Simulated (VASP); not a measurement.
# KBr (Fm-3m) in VASP: further runs, part 2 of 2

VASP 6.6.1. Earlier steps stand in the parts before.

## Step 3: Relaxation of cell and atoms, PBE

This run uses another cell than the first one, of 35.94 Å³/atom, 1.010 times its volume.

INCAR reads:

```
SYSTEM = KBr
ALGO = Normal
EDIFF = 1E-6
EDIFFG = -0.01
ENCUT = 300
GGA = PE
IBRION = 2
ISIF = 3
ISMEAR = 0
LASPH = .True.
LCHARG = .False.
LREAL = .False.
LWAVE = .False.
NELM = 80
NSW = 90
PREC = Accurate
SIGMA = 0.03
```

KPOINTS reads:

```
k-points
0
Gamma
  4 4 4
  0 0 0
```

POSCAR reads:

```
KBr
1.0
    0.0000000000      3.3000000000      3.3000000000
    3.3000000000      0.0000000000      3.3000000000
    3.3000000000      3.3000000000      0.0000000000
K Br
1 1
Direct
    0.0000000000      0.0000000000      0.0000000000
    0.5000000000      0.5000000000      0.5000000000
```

Potentials or basis: VASP PAW PBE potentials, release 64 (K_pv, Br).

The run is started by

```
cat potpaw_PBE.64/K_pv/POTCAR potpaw_PBE.64/Br/POTCAR > POTCAR
mpirun -np 1 vasp_std > vasp.out
```

OUTCAR:

```text
SYSTEM = KBr
   EDIFF = 1E-6
   EDIFFG = -0.01
   ENCUT = 300
   GGA = PE
   IBRION = 2
   ISIF = 3
   ISMEAR = 0
   LASPH = .True.
   LREAL = .False.
   NELM = 80
   NSW = 90
   PREC = Accurate

 ion  position               nearest neighbor table
   1  0.000  0.000  0.000-   2 3.30   2 3.30   2 3.30   2 3.30   2 3.30   2 3.30
   2  0.500  0.500  0.500-   1 3.30   1 3.30   1 3.30   1 3.30   1 3.30   1 3.30

  LATTYP: Found a face centered cubic cell.
 ALAT       =     6.6000000000

  Lattice vectors:

 A1 = (   0.0000000000,   3.3000000000,   3.3000000000)
 A2 = (   3.3000000000,   0.0000000000,   3.3000000000)
 A3 = (   3.3000000000,   3.3000000000,   0.0000000000)

Analysis of symmetry for initial positions (statically):
=====================================================================
 Subroutine PRICEL returns:
 Original cell was already a primitive cell.

 Routine SETGRP: Setting up the symmetry group for a
 face centered cubic supercell.

 Subroutine GETGRP returns: Found 48 space group operations
 (whereof 48 operations were pure point group operations)
 out of a pool of 48 trial point group operations.

The static configuration has the point symmetry O_h .

Analysis of symmetry for dynamics (positions and initial velocities):
=====================================================================
 Subroutine PRICEL returns:
 Original cell was already a primitive cell.

 Routine SETGRP: Setting up the symmetry group for a
 face centered cubic supercell.

 Subroutine GETGRP returns: Found 48 space group operations
 (whereof 48 operations were pure point group operations)
 out of a pool of 48 trial point group operations.

The dynamic configuration has the point symmetry O_h .

 Subroutine INISYM returns: Found 48 space group operations
 (whereof 48 operations are pure point group operations),
 and found     1 'primitive' translations

----------------------------------------------------------------------------------------

                                     Primitive cell

  volume of cell :      71.8740

  direct lattice vectors                    reciprocal lattice vectors
     0.000000000  3.300000000  3.300000000    -0.151515152  0.151515152  0.151515152
     3.300000000  0.000000000  3.300000000     0.151515152 -0.151515152  0.151515152
     3.300000000  3.300000000  0.000000000     0.151515152  0.151515152 -0.151515152

  length of vectors
     4.666904756  4.666904756  4.666904756     0.262431941  0.262431941  0.262431941

  position of ions in fractional coordinates (direct lattice)
     0.000000000  0.000000000  0.000000000
     0.500000000  0.500000000  0.500000000

  ion indices of the primitive-cell ions
   primitive index   ion index
                 1           1
                 2           2

----------------------------------------------------------------------------------------

 KPOINTS: k-points

Automatic generation of k-mesh.
 Grid dimensions read from file:
 generate k-points for:    4    4    4

 Generating k-lattice:

  Cartesian coordinates                     Fractional coordinates (reciprocal lattice)
    -0.037878788  0.037878788  0.037878788     0.250000000  0.000000000  0.000000000
     0.037878788 -0.037878788  0.037878788     0.000000000  0.250000000  0.000000000
     0.037878788  0.037878788 -0.037878788     0.000000000  0.000000000  0.250000000

  Length of vectors
     0.065607985  0.065607985  0.065607985

  Shift w.r.t. Gamma in fractional coordinates (k-lattice)
     0.000000000  0.000000000  0.000000000

 Subroutine IBZKPT returns following result:
 ===========================================

 Found      8 irreducible k-points:

 Following reciprocal coordinates:
            Coordinates               Weight
  0.000000  0.000000  0.000000      1.000000
  0.250000  0.000000  0.000000      8.000000
  0.500000  0.000000  0.000000      4.000000
  0.250000  0.250000  0.000000      6.000000
  0.500000  0.250000  0.000000     24.000000
 -0.250000  0.250000  0.000000     12.000000
  0.500000  0.500000  0.000000      3.000000
 -0.250000  0.500000  0.250000      6.000000
   k-points           NKPTS =      8   k-points in BZ     NKDIM =      8   number of bands    NBANDS=     11
   number of dos      NEDOS =    301   number of ions     NIONS =      2
   total plane-waves  NPLWV =  21952
   dimension x,y,z NGX =    28 NGY =   28 NGZ =   28
   dimension x,y,z NGXF=    56 NGYF=   56 NGZF=   56
   ions per type =               1   1
   NGX,Y,Z   is equivalent  to a cutoff of   9.97,  9.97,  9.97 a.u.
   NGXF,Y,Z  is equivalent  to a cutoff of  19.95, 19.95, 19.95 a.u.
 SYSTEM =  KBr
   PREC   = accura    normal or accurate (medium, high low for compatibility)
   ISTART =      0    job   : 0-new  1-cont  2-samecut
   ICHARG =      2    charge: 1-file 2-atom 10-const
   ISPIN  =      1    spin polarized calculation?
   LNONCOLLINEAR =      F non collinear calculations
   LSORBIT =      F    spin-orbit coupling
   LASPH  =      T    aspherical Exc in radial PAW
   ENCUT  =  300.0 eV  22.05 Ry    4.70 a.u.   6.59  6.59  6.59*2*pi/ulx,y,z
   NELM   =     80;   NELMIN=  2; NELMDL= -5     # of ELM steps
   EDIFF  = 0.1E-05   stopping-criterion for ELM
   LREAL  =      F    real-space projection
   EDIFFG = -.1E-01   stopping-criterion for IOM
   NSW    =     90    number of steps for IOM
   IBRION =      2    ionic relax: 0-MD 1-quasi-New 2-CG
   NFREE  =      1    steps in history (QN), initial steepest desc. (CG)
   ISIF   =      3    stress and relaxation
   ISYM   =      2    0-nonsym 1-usesym 2-fastsym
   POTIM  = 0.5000    time-step for ionic-motion
   TEBEG  =    0.0;   TEEND  =   0.0 temperature during run
   PSTRESS=    0.0 pullay stress
   NELECT =      14.0000    total number of electrons
   NUPDOWN=      -1.0000    fix difference up-down
   EMIN   =  10.00;   EMAX   =-10.00  energy-range for DOS
   EFERMI =   0.00;   METHOD = LEGACY
   ISMEAR =     0;   SIGMA  =   0.03  broadening in eV -4-tet -1-fermi 0-gaus
   EFERMI_NEDOS =   21; number of points for ismear=-14 and -15
   IALGO  =     38    algorithm
   IMIX   =      4    mixing-type and parameters
     AMIX     =   0.40;   BMIX     =  1.00
     AMIX_MAG =   1.60;   BMIX_MAG =  1.00
  volume/ion in A,a.u.               =      35.94       242.51
  Fermi-wavevector in a.u.,A,eV,Ry     =   0.948987  1.793325 12.253083  0.900576
  Thomas-Fermi vector in A             =   2.077227
   LORBIT       =      0    0 simple, 1 ext, 2 COOP (PROOUT), +10 PAW based schemes
   GGA     = PE    functional components
   LHFCALC =     F    Hartree Fock is set to
   AEXX    =    0.0000 exact exchange contribution
   IVDW    =     0    specifies the selected vdW correction
   LEPSILON=     F    determine dielectric tensor
   LRPA    =     F    only Hartree local field effects (RPA)
 conjugate gradient relaxation of ions
 non-spin polarized calculation
 Gauss-broadening in eV      SIGMA  =   0.03
  energy-cutoff  :      300.00
  volume of cell :       71.87
 maximum number of plane-waves:       869
 NGX is ok and might be reduce to    28
   NGX = 13   NGY = 13   NGZ = 13

--------------------------------------- Ionic step        1  -------------------------------------------

 number of electron      13.9999995 magnetization

 Free energy of the ion-electron system (eV)
  ---------------------------------------------------
  ext. energy  EPLUGINS =         0.00000000
  ---------------------------------------------------
  free energy    TOTEN  =        -6.17032773 eV

  energy without entropy =       -6.17032773  energy(sigma->0) =       -6.17032773

------------------------ aborting loop because EDIFF is reached ----------------------------------------

  FORCE on cell =-STRESS in cart. coord.  units (eV):
  Direction    XX          YY          ZZ          XY          YZ          ZX
  --------------------------------------------------------------------------------------
  -------------------------------------------------------------------------------------
  Total        0.4404360      0.4404360      0.4404360     -0.0000000      0.0000000      0.0000000
  in kB        9.8179678      9.8179678      9.8179678     -0.0000000      0.0000000      0.0000000
  external PRESSURE =       9.8179678 kB  Pullay stress =       0.0000000 kB
[... 57 lines left out ...]
  energy  without entropy=       -6.1804966436  energy(sigma->0) =       -6.18049664

--------------------------------------- Ionic step        3  -------------------------------------------

 number of electron      14.0000012 magnetization

 Free energy of the ion-electron system (eV)
  ---------------------------------------------------
  ext. energy  EPLUGINS =         0.00000000
  ---------------------------------------------------
  free energy    TOTEN  =        -6.18355177 eV

  energy without entropy =       -6.18355177  energy(sigma->0) =       -6.18355177

 E-fermi :  -2.8112     XC(G=0):  -7.1080

 val. band max:       -3.0006164052   @ k =   0.0000   0.0000   0.0000
 cond. band min:       1.2687621406   @ k =   0.0000   0.0000   0.0000
 fundamental gap:      4.2693785457
 Fermi energy:        -2.8112487073

 k-point     1 :       0.0000    0.0000    0.0000
  band No.  band energies     occupation
      1     -15.2339      2.00000
      2     -14.3760      2.00000
      3     -14.3760      2.00000
      4     -14.3760      2.00000
      5      -3.0006      2.00000
      6      -3.0006      2.00000
      7      -3.0006      2.00000
      8       1.2688      0.00000
      9       4.5864      0.00000
     10       4.5864      0.00000
     11       4.5864      0.00000
[... 125 lines left out ...]
  FREE ENERGIE OF THE ION-ELECTRON SYSTEM (eV)
  ---------------------------------------------------
  free  energy   TOTEN  =        -6.1835517705 eV

  energy  without entropy=       -6.1835517705  energy(sigma->0) =       -6.18355177

 reached required accuracy - stopping structural energy minimisation
```

CONTCAR:

```text
KBr
   1.00000000000000
     0.0000000000000000    3.3666869230135132    3.3666869230135132
     3.3666869230135132    0.0000000000000000    3.3666869230135132
     3.3666869230135132    3.3666869230135132   -0.0000000000000000
  K               Br
     1     1
Direct
     0.0000000000000000    0.0000000000000000    0.0000000000000000
     0.5000000000000000    0.5000000000000000    0.5000000000000000

  0.00000000E+00  0.00000000E+00  0.00000000E+00
  0.00000000E+00  0.00000000E+00  0.00000000E+00
```

Run time: 18 s. Hardware: 1 thread of Intel Xeon Platinum 8175M at 2.50GHz (Skylake/Cascade Lake), shared host; peak memory 0.15 GiB.

Results:

```
Free energy                            : -6.1836 eV
Relaxed volume                         : 38.16 Å³/atom
Relaxed cell                           : a = 4.761 Å, b = 4.761 Å, c = 4.761 Å, α = 60.00°, β = 60.00°, γ = 60.00°
Space group after relaxing (to 0.05 Å) : Fm-3m (No. 225)
Energy gained by relaxing              : 6.6 meV/atom
Ionic steps                            : 3
Pressure after relaxing                : 0.0 GPa
Band gap on the k mesh                 : 4.27 eV, direct
```

The path:
| step | energy change (eV) | largest force (eV/Å) | pressure (GPa) | volume (Å³) |
| --- | --- | --- | --- | --- |
| 1 | 0.0000 | 0.0000 | 0.98 | 71.87 |
| 2 | -0.0102 | 0.0000 | 0.43 | 74.19 |
| 3 | -0.0132 | 0.0000 | 0.02 | 76.32 |

Final structure:
```
K Br
1.0
     0.00000    3.36669    3.36669
     3.36669    0.00000    3.36669
     3.36669    3.36669    0.00000
K Br
1 1
Direct
  0.00000 0.00000 0.00000
  0.50000 0.50000 0.50000
```

Levels at points of the mesh, in eV from the valence-band top:
| k point | band 3 | band 4 | band 5 | band 6 | band 7 | band 8 | band 9 | band 10 | band 11 |
| --- | --- | --- | --- | --- | --- | --- | --- | --- | --- |
| (0.00, 0.00, 0.00) | -11.38 | -11.38 | 0.00 | 0.00 | 0.00 | 4.27 | 7.59 | 7.59 | 7.59 |
| (0.50, 0.00, 0.00) | -11.38 | -11.15 | -1.07 | -0.29 | -0.29 | 6.46 | 8.01 | 9.68 | 9.68 |
| (0.50, 0.50, 0.00) | -11.40 | -11.40 | -0.76 | -0.27 | -0.27 | 5.91 | 6.97 | 9.19 | 9.32 |
